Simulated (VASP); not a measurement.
# Sb (Im-3m) in VASP: further runs

One crystal, Sb, is run at these levels: PBE, BEEF-vdW, HSE06+TS-HI, r2SCAN, LAK; tasks: single point, relaxation of cell and atoms.

Everything below comes from runs of VASP 6.6.1. Logs are shortened: lines on timing, memory, paths and dates and some standing lists are left out, and cuts for length are marked.

### 1 Starting point

Symmetry: Im-3m, No. 229, cubic system. Conventional cell: a = 3.743 Å, b = 3.743 Å, c = 3.743 Å, α = 90.00°, β = 90.00°, γ = 90.00°. Around Sb (site symmetry m-3m) lie 8 Sb at 3.24 Å.

This isn't the form of Sb at room conditions, which is rhombohedral.

### 2 Single point, PBE

run.py reads:

```python
from ase.calculators.vasp import Vasp
from ase.dft.bandgap import bandgap
from ase.io import read

atoms = read('POSCAR')
calc = Vasp(
    directory='calc',
    xc='pbe',
    pp='PBE',
    setups='recommended',
    prec='Accurate',
    encut=520,
    ediff=1e-07,
    ismear=0,
    sigma=0.1,
    lreal=False,
    lasph=True,
    nelm=80,
    algo='Normal',
    isif=2,
    lwave=False,
    lcharg=False,
    kpts=[10, 10, 10],
    gamma=True,
    nbands=8,
)
atoms.calc = calc

print('energy (eV):', atoms.get_potential_energy())
print('free energy (eV):', atoms.get_potential_energy(force_consistent=True))
print('forces (eV/A):')
print(atoms.get_forces())
print('stress (eV/A^3, Voigt):', atoms.get_stress())
print('Fermi level (eV):', calc.get_fermi_level())
gap, top, bottom = bandgap(calc)
print('band gap (eV):', gap, 'from (spin, k, band)', top, 'to', bottom)
```

POSCAR reads:

```
Sb
1.0
   -1.8713408863      1.8713408863      1.8713408863
    1.8713408863     -1.8713408863      1.8713408863
    1.8713408863      1.8713408863     -1.8713408863
Sb
1
Direct
    0.0000000000      0.0000000000      0.0000000000
```

Potentials or basis: VASP PAW PBE potentials, release 64 (Sb).

The run is started by

```console
$ python run.py
```

What it wrote:

```text
energy (eV): -3.88564536
free energy (eV): -3.88874929
forces (eV/A):
[[ 0. -0.  0.]]
stress (eV/A^3, Voigt): [-0.01905517 -0.01905517 -0.01905517 -0.         -0.          0.        ]
Fermi level (eV): 8.79850841
band gap (eV): 0.0 from (spin, k, band) (None, None, None) to (None, None, None)
```

OUTCAR:

```text
ENCUT = 520.000000
   EDIFF = 1.00e-07
   GGA = PE
   PREC = Accurate
   ISIF = 2
   ISMEAR = 0
   NELM = 80
   LASPH = .TRUE.
   LREAL = .FALSE.

 ion  position               nearest neighbor table
   1  0.000  0.000  0.000-

  LATTYP: Found a body centered cubic cell.
 ALAT       =     3.7426817726

  Lattice vectors:

 A1 = (  -1.8713408863,   1.8713408863,   1.8713408863)
 A2 = (   1.8713408863,  -1.8713408863,   1.8713408863)
 A3 = (   1.8713408863,   1.8713408863,  -1.8713408863)

Analysis of symmetry for initial positions (statically):
=====================================================================
 Subroutine PRICEL returns:
 Original cell was already a primitive cell.

 Routine SETGRP: Setting up the symmetry group for a
 body centered cubic supercell.

 Subroutine GETGRP returns: Found 48 space group operations
 (whereof 48 operations were pure point group operations)
 out of a pool of 48 trial point group operations.

The static configuration has the point symmetry O_h .

Analysis of symmetry for dynamics (positions and initial velocities):
=====================================================================
 Subroutine PRICEL returns:
 Original cell was already a primitive cell.

 Routine SETGRP: Setting up the symmetry group for a
 body centered cubic supercell.

 Subroutine GETGRP returns: Found 48 space group operations
 (whereof 48 operations were pure point group operations)
 out of a pool of 48 trial point group operations.

The dynamic configuration has the point symmetry O_h .

 Subroutine INISYM returns: Found 48 space group operations
 (whereof 48 operations are pure point group operations),
 and found     1 'primitive' translations

[... 122 lines left out ...]
   LRPA    =     F    only Hartree local field effects (RPA)
 non-spin polarized calculation
 Gauss-broadening in eV      SIGMA  =   0.10
  energy-cutoff  :      520.00
  volume of cell :       26.21
 maximum number of plane-waves:       719
   NGX = 13   NGY = 13   NGZ = 13

 number of electron       4.9999999 magnetization

 Free energy of the ion-electron system (eV)
  ---------------------------------------------------
  ext. energy  EPLUGINS =         0.00000000
  ---------------------------------------------------
  free energy    TOTEN  =        -3.88874929 eV

  energy without entropy =       -3.88254143  energy(sigma->0) =       -3.88564536

 E-fermi :   8.7985     XC(G=0): -10.3449

 val. band max:        8.7769411589   @ k =  -0.3000   0.4000   0.1000
 cond. band min:       8.7993329775   @ k =   0.3000   0.1000   0.1000
 fundamental gap:      0.0223918186
 Fermi energy:         8.7985084149

 k-point     1 :       0.0000    0.0000    0.0000
  band No.  band energies     occupation
      1      -4.2467      2.00000
      2      14.5120      0.00000
      3      14.5120      0.00000
      4      14.5120      0.00000
      5      19.4592      0.00000
      6      19.4592      0.00000
      7      19.4592      0.00000
      8      20.6255      0.00000
[... 243 lines left out ...]
 k-point    24 :      -0.3000    0.3000    0.1000
  band No.  band energies     occupation
      1      -2.1365      2.00000
      2       7.1704      2.00000
      3      10.8360      0.00000
      4      12.2182      0.00000
      5      16.4950      0.00000
      6      17.4061      0.00000
      7      18.6203      0.00000
      8      23.8260      0.00000

 [... further k-points ...]

------------------------ aborting loop because EDIFF is reached ----------------------------------------

  FORCE on cell =-STRESS in cart. coord.  units (eV):
  Direction    XX          YY          ZZ          XY          YZ          ZX
  --------------------------------------------------------------------------------------
  -------------------------------------------------------------------------------------
  Total        0.4994952      0.4994952      0.4994952     -0.0000000     -0.0000000      0.0000000
  in kB       30.5297447     30.5297447     30.5297447     -0.0000000     -0.0000000      0.0000000
  external PRESSURE =      30.5297447 kB  Pullay stress =       0.0000000 kB

 VOLUME and BASIS-vectors are now :
 -----------------------------------------------------------------------------
  energy-cutoff  :      520.00
  volume of cell :       26.21
      direct lattice vectors                 reciprocal lattice vectors
    -1.871340886  1.871340886  1.871340886     0.000000000  0.267188092  0.267188092
     1.871340886 -1.871340886  1.871340886     0.267188092  0.000000000  0.267188092
     1.871340886  1.871340886 -1.871340886     0.267188092  0.267188092  0.000000000

 POSITION                                       TOTAL-FORCE (eV/Angst)
 -----------------------------------------------------------------------------------
      0.00000      0.00000      0.00000         0.000000     -0.000000      0.000000
 -----------------------------------------------------------------------------------
    total drift:                                0.000000     -0.000000     -0.000000

  FREE ENERGIE OF THE ION-ELECTRON SYSTEM (eV)
  ---------------------------------------------------
  free  energy   TOTEN  =        -3.8887492915 eV

  energy  without entropy=       -3.8825414270  energy(sigma->0) =       -3.88564536
```

INCAR:

```text
ENCUT = 520.000000
SIGMA = 0.100000
EDIFF = 1.00e-07
ALGO = Normal
GGA = PE
PREC = Accurate
ISIF = 2
ISMEAR = 0
NBANDS = 8
NELM = 80
LASPH = .TRUE.
LCHARG = .FALSE.
LWAVE = .FALSE.
LREAL = .FALSE.
```

Run time: 28 s. Hardware: 1 thread of AMD EPYC, shared host; peak memory 0.11 GiB.

What came out:

| Quantity | Value |
| --- | --- |
| Free energy | -3.8887 eV |
| Pressure | 3.1 GPa |
| Band gap on the k mesh | none (metal or under the smearing width) |

Levels at points of the mesh, in eV from the Fermi level:
```
           k point  band 1  band 2  band 3  band 4  band 5  band 6  band 7
(0.00, 0.00, 0.00)  -13.05    5.71    5.71    5.71   10.66   10.66   10.66
(0.50, 0.00, 0.00)   -8.84   -5.75    1.76    3.84    6.52    6.96   13.93
(0.50, 0.50, 0.50)   -5.45   -2.05   -2.05   -2.05    2.92    2.92   17.71
```

### 3 Relaxation of cell and atoms, BEEF-vdW

run.py reads:

```python
from ase.calculators.vasp import Vasp
from ase.filters import UnitCellFilter
from ase.io import read
from ase.optimize import LBFGS

atoms = read('Sb.cif', primitive_cell=True, subtrans_included=False)
calc = Vasp(
    directory='calc',
    xc='beef-vdw',
    pp='PBE',
    setups='recommended',
    prec='Accurate',
    encut=600,
    ediff=1e-06,
    ismear=-1,
    sigma=0.05,
    lreal=False,
    lasph=True,
    nelm=100,
    algo='Normal',
    isif=2,
    lwave=False,
    lcharg=False,
    kpts=[10, 10, 10],
    gamma=True,
)
atoms.calc = calc
opt = LBFGS(UnitCellFilter(atoms), trajectory='relax.traj')
converged = opt.run(fmax=0.01, steps=40)
print('converged:', converged)

print('energy (eV):', atoms.get_potential_energy())
print('free energy (eV):', atoms.get_potential_energy(force_consistent=True))
print('forces (eV/A):')
print(atoms.get_forces())
print('stress (eV/A^3, Voigt):', atoms.get_stress())
print('Fermi level (eV):', calc.get_fermi_level())
print('cell (A, degrees):', atoms.cell.cellpar())
print('volume (A^3):', atoms.get_volume())
print('scaled positions:')
print(atoms.get_scaled_positions())
```

Sb.cif reads:

```cif
data_Sb
_cell_length_a 3.74268177
_cell_length_b 3.74268177
_cell_length_c 3.74268177
_cell_angle_alpha 90.00000000
_cell_angle_beta 90.00000000
_cell_angle_gamma 90.00000000
_space_group_name_H-M_alt 'Im-3m'
_space_group_name_Hall '-I 4 2 3'
_space_group_IT_number 229
loop_
_space_group_symop_operation_xyz
'x,y,z'
'-x,-y,-z'
'-y,x,z'
'y,-x,-z'
'-x,-y,z'
'x,y,-z'
'y,-x,z'
'-y,x,-z'
'x,-y,-z'
'-x,y,z'
'-y,-x,-z'
'y,x,z'
'-x,y,-z'
'x,-y,z'
'y,x,-z'
'-y,-x,z'
'z,x,y'
'-z,-x,-y'
'z,-y,x'
'-z,y,-x'
'z,-x,-y'
'-z,x,y'
'z,y,-x'
'-z,-y,x'
'-z,x,-y'
'z,-x,y'
'-z,-y,-x'
'z,y,x'
'-z,-x,y'
'z,x,-y'
'-z,y,x'
'z,-y,-x'
'y,z,x'
'-y,-z,-x'
'x,z,-y'
'-x,-z,y'
'-y,z,-x'
'y,-z,x'
'-x,z,y'
'x,-z,-y'
'-y,-z,x'
'y,z,-x'
'-x,-z,-y'
'x,z,y'
'y,-z,-x'
'-y,z,x'
'x,-z,y'
'-x,z,-y'
'x+1/2,y+1/2,z+1/2'
'-x+1/2,-y+1/2,-z+1/2'
'-y+1/2,x+1/2,z+1/2'
'y+1/2,-x+1/2,-z+1/2'
'-x+1/2,-y+1/2,z+1/2'
'x+1/2,y+1/2,-z+1/2'
'y+1/2,-x+1/2,z+1/2'
'-y+1/2,x+1/2,-z+1/2'
'x+1/2,-y+1/2,-z+1/2'
'-x+1/2,y+1/2,z+1/2'
'-y+1/2,-x+1/2,-z+1/2'
'y+1/2,x+1/2,z+1/2'
'-x+1/2,y+1/2,-z+1/2'
'x+1/2,-y+1/2,z+1/2'
'y+1/2,x+1/2,-z+1/2'
'-y+1/2,-x+1/2,z+1/2'
'z+1/2,x+1/2,y+1/2'
'-z+1/2,-x+1/2,-y+1/2'
'z+1/2,-y+1/2,x+1/2'
'-z+1/2,y+1/2,-x+1/2'
'z+1/2,-x+1/2,-y+1/2'
'-z+1/2,x+1/2,y+1/2'
'z+1/2,y+1/2,-x+1/2'
'-z+1/2,-y+1/2,x+1/2'
'-z+1/2,x+1/2,-y+1/2'
'z+1/2,-x+1/2,y+1/2'
'-z+1/2,-y+1/2,-x+1/2'
'z+1/2,y+1/2,x+1/2'
'-z+1/2,-x+1/2,y+1/2'
'z+1/2,x+1/2,-y+1/2'
'-z+1/2,y+1/2,x+1/2'
'z+1/2,-y+1/2,-x+1/2'
'y+1/2,z+1/2,x+1/2'
'-y+1/2,-z+1/2,-x+1/2'
'x+1/2,z+1/2,-y+1/2'
'-x+1/2,-z+1/2,y+1/2'
'-y+1/2,z+1/2,-x+1/2'
'y+1/2,-z+1/2,x+1/2'
'-x+1/2,z+1/2,y+1/2'
'x+1/2,-z+1/2,-y+1/2'
'-y+1/2,-z+1/2,x+1/2'
'y+1/2,z+1/2,-x+1/2'
'-x+1/2,-z+1/2,-y+1/2'
'x+1/2,z+1/2,y+1/2'
'y+1/2,-z+1/2,-x+1/2'
'-y+1/2,z+1/2,x+1/2'
'x+1/2,-z+1/2,y+1/2'
'-x+1/2,z+1/2,-y+1/2'
loop_
_atom_site_label
_atom_site_type_symbol
_atom_site_symmetry_multiplicity
_atom_site_Wyckoff_symbol
_atom_site_fract_x
_atom_site_fract_y
_atom_site_fract_z
_atom_site_occupancy
Sb1 Sb 2 a 0.0000000000 0.0000000000 0.0000000000 1
```

Potentials or basis: VASP PAW PBE potentials, release 64 (Sb).

The run is started by

```console
$ python run.py
```

Run time: 3.2 min. Hardware: 1 thread of AMD EPYC, shared host; peak memory 0.28 GiB.

Results (log left out):

| Property | Result |
| --- | --- |
| Free energy | -1.8131 eV |
| Relaxed volume | 27.98 Å³/atom |
| Relaxed cell | a = 3.313 Å, b = 3.313 Å, c = 3.313 Å, α = 109.47°, β = 109.47°, γ = 109.47° |
| Space group after relaxing (to 0.05 Å) | Im-3m (No. 229) |
| Energy gained by relaxing | 21.2 meV/atom |
| Ionic steps | 4 |
| Pressure after relaxing | 0.0 GPa |
| Band gap on the k mesh | none (metal or under the smearing width) |

Step by step:
| step | energy change (eV) | largest force (eV/Å) | pressure (GPa) | volume (Å³) |
| --- | --- | --- | --- | --- |
| 1 | 0.0000 | 0.0000 | 4.06 | 26.21 |
| 2 | -0.0145 | 0.0000 | 2.16 | 26.97 |
| 3 | -0.0211 | 0.0000 | 0.22 | 27.88 |
| 4 | -0.0212 | 0.0000 | 0.01 | 27.98 |

Final structure:
```
CELL_PARAMETERS angstrom
-1.91253 1.91253 1.91253
1.91253 -1.91253 1.91253
1.91253 1.91253 -1.91253
ATOMIC_POSITIONS crystal
Sb 0.00000 0.00000 0.00000
```

Levels at points of the mesh, in eV from the Fermi level:
| k point | band 1 | band 2 | band 3 | band 4 | band 5 |
| --- | --- | --- | --- | --- | --- |
| (0.00, 0.00, 0.00) | -12.53 | 5.16 | 5.16 | 5.16 | 10.23 |
| (0.50, 0.00, 0.00) | -8.76 | -5.30 | 1.59 | 3.62 | 6.28 |
| (0.50, 0.50, 0.50) | -5.82 | -1.89 | -1.89 | -1.89 | 3.11 |

Caveat: the PAW data sets were made with another functional, which shifts forces and pressure a little. The run has no spin-orbit coupling, so splittings on Sb are missing.

[end of part 1 of 2]
